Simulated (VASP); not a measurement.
# C: relaxed cell and band gap, by functional and dispersion

C, P6_3/mmc (no. 194), 4 atoms in the cell.

| Functional | Dispersion | Volume (Å³/atom) | Change from the starting volume (fraction) | Gap, path and mesh (eV) | Dispersion term (eV/cell) | Time (s) |
|---|---|---|---|---|---|---|
| PBE | D2 | 8.34 | -0.052 | 0.00 | -0.556 | 32 |
| PBEsol | D4 | 8.51 | -0.033 | 0.00 | -0.419 | 56 |
| optB88-vdW | in the functional | 8.71 | -0.010 | 0.00 | – | 184 |
| revPBE | D3 | 8.54 | -0.029 | 0.00 | -0.742 | 25 |

Limits: A zero gap at this level doesn't show that the crystal is a metal.

## Input of the first row

INCAR.step1:
```
PREC = Accurate ; ENCUT = 600
EDIFF = 1E-7 ; ISMEAR = 0
SIGMA = 0.02 ; LREAL = False
LASPH = True ; GGA_COMPAT = False
ALGO = Normal ; NELM = 150
ISIF = 3 ; LWAVE = False
LCHARG = False ; GGA = PE
IVDW = 1 ; IBRION = 2
EDIFFG = -0.002 ; NSW = 60
KPAR = 4
```

INCAR.step2, as INCAR.step1 but for:
```
- NSW = 60
+ NSW = 40
```

INCAR.step3, as INCAR.step2 but for:
```
- ISIF = 3
- IBRION = 2
- EDIFFG = -0.002
- NSW = 40
+ ISIF = 2
+ NBANDS = 16
```

KPOINTS:
```
k-points
0
Gamma
  8 8 3
```

KPOINTS_OPT:
```
path GMKGALHA,LM,KH
8
line-mode
reciprocal
 0.0000000000  0.0000000000  0.0000000000  G
 0.5000000000  0.0000000000  0.0000000000  M

 0.5000000000  0.0000000000  0.0000000000  M
 0.3333333333  0.3333333333  0.0000000000  K

 0.3333333333  0.3333333333  0.0000000000  K
 0.0000000000  0.0000000000  0.0000000000  G

 0.0000000000  0.0000000000  0.0000000000  G
 0.0000000000  0.0000000000  0.5000000000  A

 0.0000000000  0.0000000000  0.5000000000  A
 0.5000000000  0.0000000000  0.5000000000  L

 0.5000000000  0.0000000000  0.5000000000  L
 0.3333333333  0.3333333333  0.5000000000  H

 0.3333333333  0.3333333333  0.5000000000  H
 0.0000000000  0.0000000000  0.5000000000  A

 0.5000000000  0.0000000000  0.5000000000  L
 0.5000000000  0.0000000000  0.0000000000  M

 0.3333333333  0.3333333333  0.0000000000  K
 0.3333333333  0.3333333333  0.5000000000  H
```

POSCAR.step1:
```
C
1.0
    2.4610000000      0.0000000000      0.0000000000
   -1.2305000000      2.1312885187      0.0000000000
    0.0000000000      0.0000000000      6.7080000000
C
4
Direct
    0.0000000000      0.0000000000      0.2500000000
    0.0000000000      0.0000000000      0.7500000000
    0.3333333333      0.6666666667      0.2500000000
    0.6666666667      0.3333333333      0.7500000000
```

Commands (each step's output is kept before the next begins):
```
cat potpaw_PBE.64/C/POTCAR > POTCAR
cp INCAR.step1 INCAR
cp POSCAR.step1 POSCAR
mpirun -np 4 vasp_std > vasp.out
cp CONTCAR POSCAR
rm WAVECAR CHG
cp INCAR.step2 INCAR
mpirun -np 4 vasp_std > vasp.out
cp CONTCAR POSCAR
rm WAVECAR CHG
cp INCAR.step3 INCAR
mpirun -np 4 vasp_std > vasp.out
```

Changes of the last row against the first:
```
(all steps)
- GGA = PE
- IVDW = 1
+ GGA = RE
+ IVDW = 11
```

VASP 6.6.1 took 32 s on 4 cores (Intel Xeon 6975P-C (Granite Rapids)), a shared host.
